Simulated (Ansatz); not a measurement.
## Zr: reading a single point

```
Zr
1.0
    -1.70505    1.70505    1.70505
     1.70505   -1.70505    1.70505
     1.70505    1.70505   -1.70505
Zr
1
Cartesian
  0.0000 0.0000 0.0000
```

The numbers come from plane-wave PAW DFT (Ansatz): PBE, no spin polarisation, 420 eV, 10×10×10 Γ-centred k points, gaussian occupations (width 0.0108 eV). Nothing was relaxed.

Q: Describe some of the short contacts.

A: Zr–Zr at 2.95 Å: least valence density 0.22 e/Å³ and ELF 0.18 there. Both are smooth PAW fields, read partly inside the augmentation spheres.

Q: Is there a gap?

A: It is a metal, with about 1.1 states/eV a cell as the mean within 0.25 eV of the Fermi level, mostly Zr d (88 %).

Q: What does the stress say?

A: The pressure is 14.5 GPa (compression positive), so with the atoms held at these fractions the cell would first expand.

Origin: a known structure type with other elements, at an estimated volume, so it need not be a known compound.
